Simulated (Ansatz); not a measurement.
**Elastic constants of InP at -0.8 GPa (stress–strain coefficients): input and output**

Method: DFT PBE0, scalar-relativistic, plane waves, PAW (Ansatz).

Launched with:
```bash
ansatz run input.yaml --threads 4 --pin off --max-ram 12288MiB --backend cpu --events-out ev --progress --plain --runs-dir out
```

Input (bare energies are in eV):
```yaml
crystal:
  lattice:
    - [0.0, 2.745, 2.745]
    - [2.745, 0.0, 2.745]
    - [2.745, 2.745, 0.0]
  atoms:
    - { symbol: In, position: [0.0, 0.0, 0.0] }
    - { symbol: P, position: [0.5, 0.5, 0.5] }
basis:
  ecutwfc: 420
kpoints:
  mp_grid: { grid: [10, 10, 10] }
hamiltonian:
  xc: pbe0
scf:
  occupations: { method: fermi_dirac, width: 0.15 }
output:
  forces: true
  stress: true
  eigenvalues: true
elastic:
  mode: relaxed_ion
  amplitude: 0.005
```

From the output:
```
--- Elastic constants: 2 strain directions × 4 members + reference (group order 48) ---
  dense FFT box of the reference and of every strained cell: 27×27×27
  strains applied: 11, 23; error gains: componentwise 1.00 (the most a stress slope's error grows in a printed constant), spectral 1.73 (1 for all six strains in a standard setting)
  C = ∂σ_k/∂η_j (tension-positive GPa; Voigt order 11 22 33 23 13 12):
       153.279     50.022     50.022     -0.000     -0.000     -0.000
        50.022    153.279     50.022     -0.000     -0.000     -0.000
        50.022     50.022    153.279     -0.000     -0.000     -0.000
        -0.000      0.000      0.000     37.681      0.000     -0.000
        -0.000      0.000      0.000     -0.000     37.681     -0.000
         0.000     -0.000     -0.000      0.000     -0.000     37.681
  reference stress σ⁰ (GPa):      0.758      0.758      0.758     -0.000     -0.000     -0.000
  C* (energy form; C + prestress term) asymmetry max|C*_kj − C*_jk| = 7.105e-15 GPa — a small one proves nothing (zero by symmetry where the batch's group is 432, −43m or m−3m); a large one is finite-difference/SCF noise where every solve ...
  moduli (Voigt/Reuss/Hill, GPa): K = 84.44/84.44/84.44   G = 43.26/42.25/42.75   E = 109.74   ν = 0.283
  mechanically stable: yes (min eigenvalue of sym C = 37.68 GPa)
  strain η (Voigt 11):  stress-route row diagonal C_11 = 153.28 GPa, energy-path curvature d²(F+E_count+ΔE)/dδ²/Ω₀ = 153.33 GPa
    cells at ±δ against ±2δ: C11 153.35 and 153.56 GPa, apart by 0.14 % of the column's largest entry
         δ    σ_11 (GPa) F (eV) n_scf n_hpsi n_pw
    -1.000e-2      -0.8711       -6357.3092113      30  115274    829   relax 0 steps, max|allowed force component| 7.89e-31 eV/Å
    -5.000e-3      -0.0321       -6357.3097924      29  113594    837   relax 0 steps, max|allowed force component| 1.18e-30 eV/Å
     5.000e-3       1.5014       -6357.3078602      30  115658    869   relax 0 steps, max|allowed force component| 4.93e-32 eV/Å
     1.000e-2       2.2002       -6357.3054749      31  117937    869   relax 0 steps, max|allowed force component| 2.96e-31 eV/Å
  strain η (Voigt 23):  stress-route row diagonal C_44 = 37.68 GPa, energy-path curvature d²(F+E_count+ΔE)/dδ²/Ω₀ = 37.29 GPa
    cells at ±δ against ±2δ: C44 37.62 and 37.46 GPa, apart by 0.44 % of the column's largest entry
         δ    σ_23 (GPa) F (eV) n_scf n_hpsi n_pw
    -1.000e-2      -0.3746       -6357.3088413      29  190729    845   relax 0 steps, max|allowed force component| 3.65e-30 eV/Å
    -5.000e-3      -0.1881       -6357.3092010      29  190783    853   relax 0 steps, max|allowed force component| 7.30e-30 eV/Å
     5.000e-3       0.1881       -6357.3092010      29  190825    853   relax 0 steps, max|allowed force component| 5.52e-30 eV/Å
     1.000e-2       0.3746       -6357.3088413      29  190779    845   relax 0 steps, max|allowed force component| 1.06e-30 eV/Å
```

The run took 8.3 min on 4 threads of Intel(R) Xeon(R) Platinum 8488C (Sapphire Rapids), with other jobs on the host, peak memory 5.7 GiB.

The cell is the ideal cubic rocksalt prototype; this isn't the usual structure of the compound. In a metal, frequencies and elastic constants depend on the k mesh and the smearing, soft modes and shear constants most.